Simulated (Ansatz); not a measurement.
# Thickness series of a Mo/SiC/W junction, part 3 of 3

Aim: the conductance of Mo/SiC/W junctions as the barrier thickens. The lower electrode is Mo bcc(001), the upper one W bcc(001); the barrier is SiC zinc blende(001) (Si and Si faces). In the first transport cell, after relaxation, the nearest pair of electrode and barrier is Mo–Si at 2.64 Å, at a slant, at the lower face and W–Si at 2.62 Å, at a slant, at the upper one. All share a net of side 3.15 Å, which strains the lower electrode by +0.0 %, the upper one by -0.6 % and the barrier by +1.7 %, against typed lattice constants near PBE's. The first steps treat the bulk electrodes alone.

Ansatz 0.2.0; PBE DFT, plane waves, PAW files (the session's first sound run).

So far, transmission at the Fermi level (a spin, zone mean): step 5 (the open system: T(E)) 0.00368; step 7 (29 atoms, atomic planes in the barrier 7, gap between the …) 0.0104; step 10 (35 atoms, atomic planes in the barrier 13, gap between the …) 2.3e-4; step 11 (37 atoms, atomic planes in the barrier 15, gap between the …) 5.5e-5; step 12 (41 atoms, atomic planes in the barrier 19, gap between the …) 4.2e-6.

## (13) Conductance on a fine mesh, atomic planes in the barrier 21, gap between the electrodes 25.89 Å

System of this step: Mo/SiC/W. The cell holds 43 atoms: 11 Mo, 11 Si, 10 C and 11 W. Cell: a = 3.150 Å, b = 3.150 Å, c = 71.534 Å, α = 90.0°, β = 90.0°, γ = 90.0°. Regions: left electrode, 11 atoms (11 Mo); barrier, 21 atoms (11 Si and 10 C); right electrode, 11 atoms (11 W). Vacuum lies along c.

input.yaml reads:

```yaml
crystal:
  lattice:
    - [3.15, 0.0, 0.0]
    - [0.0, 3.15, 0.0]
    - [0.0, 0.0, 71.5336596756]
  atoms:
    - { symbol: Mo, position: [0.0, 0.0, 0.0978560307] }
    - { symbol: Mo, position: [0.5, 0.5, 0.1199939631] }
    - { symbol: Mo, position: [0.0, 0.0, 0.1421318956] }
    - { symbol: Mo, position: [0.5, 0.5, 0.164269828] }
    - { symbol: Mo, position: [0.0, 0.0, 0.1864077604] }
    - { symbol: Mo, position: [0.5, 0.5, 0.2085456928] }
    - { symbol: Mo, position: [0.0, 0.0, 0.2306836252] }
    - { symbol: Mo, position: [0.5, 0.5, 0.2528215576] }
[... 31 atom lines left out ...]
    - { symbol: W, position: [0.5, 0.5, 0.8348455174] }
    - { symbol: W, position: [0.0, 0.0, 0.8572783347] }
    - { symbol: W, position: [0.5, 0.5, 0.879711152] }
    - { symbol: W, position: [0.0, 0.0, 0.9021439693] }
kpoints:
  mp_grid: { grid: [8, 8, 1] }
scf:
  occupations: { method: fermi_dirac, width: 0.1 }
  max_iter: 150
hamiltonian:
  xc: pbe
output:
  transmission:
    kmesh: [26, 26]
    e_range: [-0.26, 0.27]
    de: 0.0375
    leads: [[4, 5], [37, 38]]
```

Command:

```bash
$ ansatz run input.yaml --threads 4 --pin off --max-ram 12288MiB --backend cpu --events-out ev --progress --plain --runs-dir out
```

The job ended after 16 min (4 threads of Arm Neoverse V1, shared host; peak memory 5.1 GiB; 47 min of CPU time).

G = 1.4e9 S/m² (1/G = 707 Ω µm²), 0.38 times the step before of this kind. The largest error estimate is 139 %, from the leads' potential steps. In the worse lead the potential repeats within 61 meV, which the program flags as too much for a lead, so G carries that doubt.

## (14) Comparing the runs

Times are for 4 threads of Arm Neoverse V1, shared host. The series side by side:

| no. | gap between the electrodes (Å) | junction conductance (S/m²) | resistance-area product beyond the leads (Ω um²) | time | memory (GiB) |
| --- | --- | --- | --- | --- | --- |
| 1 | 8.58 | 3.88e13 | 0.02486 | 8.8 min | 3.4 |
| 2 | 10.75 | 9.35e12 | 0.1060 | 13 min | 3.6 |
| 3 | 12.91 | 3.24e12 | 0.3077 | 12 min | 3.8 |
| 4 | 15.07 | 6.35e11 | 1.573 | 11 min | 4.0 |
| 5 | 17.24 | 1.97e11 | 5.084 | 12 min | 4.2 |
| 6 | 19.4 | 4.69e10 | 21.31 | 13 min | 4.4 |
| 7 | 23.73 | 3.70e9 | 270.0 | 16 min | 4.9 |
| 8 | 25.89 | 1.41e9 | 707.2 | 16 min | 5.1 |

The runs together. Transmission, zone mean against energy, zero at the Fermi level:

| energy (eV) | 8.58 | 10.75 | 15.07 | 17.24 | 23.73 | 25.89 |
| --- | --- | --- | --- | --- | --- | --- |
| -0.260 | 0.0787 | 0.0386 | 0.00526 | 0.00148 | 3.6e-5 | 1.0e-5 |
| -0.223 | 0.0668 | 0.0305 | 0.00494 | 0.00145 | 3.6e-5 | 8.7e-6 |
| -0.185 | 0.0582 | 0.0230 | 0.00772 | 0.00143 | 3.7e-5 | 1.2e-5 |
| -0.147 | 0.0611 | 0.0208 | 0.00697 | 0.00293 | 4.6e-5 | 1.8e-5 |
| -0.110 | 0.0581 | 0.0168 | 0.00187 | 5.0e-4 | 1.2e-5 | 4.7e-6 |
| -0.072 | 0.0613 | 0.0164 | 0.00110 | 3.0e-4 | 6.0e-6 | 1.9e-6 |
| -0.035 | 0.0538 | 0.0154 | 9.0e-4 | 2.7e-4 | 4.7e-6 | 1.6e-6 |
| 0.003 | 0.0479 | 0.0104 | 7.0e-4 | 2.3e-4 | 4.2e-6 | 1.5e-6 |
| 0.040 | 0.0464 | 0.00962 | 6.3e-4 | 2.0e-4 | 3.9e-6 | 1.7e-6 |
| 0.077 | 0.0476 | 0.00908 | 6.1e-4 | 2.0e-4 | 3.9e-6 | 2.0e-6 |
| 0.115 | 0.0428 | 0.00834 | 4.4e-4 | 1.7e-4 | 3.1e-6 | 2.0e-6 |
| 0.152 | 0.0405 | 0.00686 | 3.6e-4 | 1.5e-4 | 2.9e-6 | 2.2e-6 |
| 0.190 | 0.0320 | 0.00633 | 3.3e-4 | 1.4e-4 | 2.9e-6 | 2.6e-6 |
| 0.228 | 0.0329 | 0.00568 | 2.9e-4 | 1.3e-4 | 2.8e-6 | 3.2e-6 |
| 0.265 | 0.0271 | 0.00530 | 2.6e-4 | 9.1e-5 | 2.2e-6 | 2.5e-6 |

## (15) Fit against thickness

This step: Fit of the logarithm of the conductance against the barrier's thickness, from PBE DFT, plane waves, PAW files (Ansatz 0.2.0).

No new run: the logarithm is fitted against the thickness.

This step gave:

| Quantity | Value |
| --- | --- |
| decay constant of the conductance | 0.6 Å⁻¹ |
| r.m.s. misfit of ln G | 0.14 |

From the end points alone, β = ln(3.88e+13 / 1.41e+09) / 17.31 Å = 10.22 / 17.31 Å = 0.59 Å⁻¹. One end point carries an error estimate of 139 %; a factor of 2.4 on it would move β by 0.05 Å⁻¹.

## (16) A check of the settings

This step: PBE DFT, plane waves, PAW files; ballistic transmission by layer matching between semi-infinite leads; changed: total_charge = -1 (Ansatz 0.2.0).

System of this step: Mo/SiC/W. The cell holds 31 atoms: 11 Mo, 5 Si, 4 C and 11 W. Cell: a = 3.150 Å, b = 3.150 Å, c = 58.550 Å, α = 90.0°, β = 90.0°, γ = 90.0°. Regions: left electrode, 11 atoms (11 Mo); barrier, 9 atoms (5 Si and 4 C); right electrode, 11 atoms (11 W). Vacuum lies along c. The cell carries charge −1.

It is meant to test what a charged cell does. Where the input is shown as a difference, that is against the step before, not the twin.

input.yaml reads:

```yaml
crystal:
  lattice:
    - [3.15, 0.0, 0.0]
    - [0.0, 3.15, 0.0]
    - [0.0, 0.0, 58.5501807867]
  atoms:
    - { symbol: Mo, position: [0.0, 0.0, 0.1195555659] }
    - { symbol: Mo, position: [0.5, 0.5, 0.1466025759] }
    - { symbol: Mo, position: [0.0, 0.0, 0.1736495859] }
    - { symbol: Mo, position: [0.5, 0.5, 0.2006965958] }
    - { symbol: Mo, position: [0.0, 0.0, 0.2277436058] }
    - { symbol: Mo, position: [0.5, 0.5, 0.2547906157] }
    - { symbol: Mo, position: [0.0, 0.0, 0.2818376257] }
    - { symbol: Mo, position: [0.5, 0.5, 0.3088846357] }
[... 19 atom lines left out ...]
    - { symbol: W, position: [0.5, 0.5, 0.7982225778] }
    - { symbol: W, position: [0.0, 0.0, 0.8256298632] }
    - { symbol: W, position: [0.5, 0.5, 0.8530371486] }
    - { symbol: W, position: [0.0, 0.0, 0.8804444341] }
kpoints:
  mp_grid: { grid: [8, 8, 1] }
scf:
  occupations: { method: fermi_dirac, width: 0.1 }
  max_iter: 150
hamiltonian:
  xc: pbe
output:
  transmission:
    kmesh: [10, 10]
    e_range: [-3, 3]
    de: 0.1
    leads: [[4, 5], [25, 26]]
  dos: { projected: true, e_range: [-6, 5], de: 0.05 }
  write_potential: true
  write_density: true
  volumetric_format: npy
total_charge: -1
```

The job ended after 6.4 min (4 threads; peak memory 3.8 GiB).

The run was cut off at the time limit after its SCF cycle had converged; no result of it is taken.

## (17) Outcome

| Quantity | Value |
| --- | --- |
| 1/G at 8.58 Å gap | 0.0258 Ω um² |
| 1/G at 25.9 Å gap | 707 Ω um² |
| decay constant β | 0.6 Å⁻¹ |

A fit of ln G against d gives β = 0.6 Å⁻¹, and step by step the slopes are 0.66, 0.49, 0.75, 0.54, 0.66, 0.59 and 0.45 Å⁻¹. They differ by more than a fifth, so the fit is an average; how much of this is a real bend and how much error of the runs wasn't traced. At the Fermi level the layers of the barrier in the wide-window run (9 planes) hold from 0.0075 to 0.12 states an eV and atom. The program's largest error estimate on these conductances is 139 %, from the leads' potential steps, in the run that gave 1.4e9 S/m², so that value may be off by a large factor, and what is derived from it shares the doubt. In 8 of these 8 runs a lead's potential steps by more than 25 meV, which the program flags as too much. No spin-orbit coupling, phonons, disorder or image charges enter; the interfaces are ordered, one cell wide and lattice-matched by strain. Semilocal gaps are too small, which can bring a band edge of the barrier nearer to the Fermi level than it is.

[Logs are printed without paths, hosts, clocks, repeated set-up lines and the standing remarks that a program may print on its own settings, such as how far it seeks lower states.]

[Hosts, paths, dates, database ids (printed as entryN), source tags and the programs' standing remarks are cut or masked in the printed files.]
